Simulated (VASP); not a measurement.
Set up this calculation in VASP 6.6.1, as the native input.

```
Task                   : single point
Functional             : PBE
Dispersion             : dDsC
Potentials or basis    : VASP PAW PBE potentials, release 64 (Tl)
Cutoff                 : 500 eV
k mesh                 : 10 × 10 × 10
Occupations            : gaussian, width 0.05 eV
Spin                   : collinear spin, ferromagnetic start
Starting moments       : [0.5] μB
Further INCAR settings : ALGO = Normal; EDIFF = 1e-06; NBANDS = 12
```

The structure of Tl lies in POSCAR:

```
Tl
1.0
   -1.9609150000      1.9630950000      1.9727890000
    1.9840860000     -1.9374280000      1.9702930000
    1.9349920000      1.9115050000     -1.9471220000
Tl
1
Cartesian
    0.0095890309      0.0125108335      0.0125345989
```

This isn't the form of Tl at room conditions, which is hcp.

The cell isn't the ideal one: cell strained at random at fixed volume.

These files were run (other wordings do the same):

INCAR

```
SYSTEM = Tl
ALGO     = Normal         ! electronic algorithm
EDIFF    = 1E-6           ! SCF threshold, eV
ENCUT    = 500            ! plane-wave cutoff, eV
GGA      = PE             ! functional
ISIF     = 2              ! what is computed and relaxed
ISMEAR   = 0              ! smearing method
ISPIN    = 2              ! spin polarisation
IVDW     = 4              ! dispersion correction
LASPH    = .TRUE.         ! aspherical terms in the spheres
LCHARG   = .FALSE.        ! write CHGCAR
LORBIT   = 11             ! projections on sites
LREAL    = .FALSE.        ! projectors in reciprocal space
LWAVE    = .FALSE.        ! write WAVECAR
MAGMOM   = 0.5            ! initial moments
NBANDS   = 12             ! bands
NELM     = 60             ! most SCF steps
PREC     = Accurate       ! precision mode
SIGMA    = 0.05           ! smearing width, eV
```

KPOINTS

```
k-points
0
G
  10 10 10
  0 0 0
```

Potentials or basis: VASP PAW PBE potentials, release 64 (Tl).

Command:

```sh
$ cat potpaw_PBE.64/Tl/POTCAR > POTCAR
$ mpirun -np 1 vasp_std > vasp.out
```

It gave:

```json
{"Pressure": "-1.0 GPa", "Band gap on the k mesh": "none (metal or under the smearing width)", "Net moment": "0.00 μB per cell", "Valence electrons inside the program's atomic spheres": "Tl 2.38", "Dispersion energy per atom": "-0.336 eV"}
```

Caveat: pairwise dispersion overbinds metals, which lowers pressure and volume.

Run time: 4.6 min on 1 thread of Intel(R) Xeon(R) Platinum 8488C (Sapphire Rapids), on a shared host, peak memory 0.36 GiB.
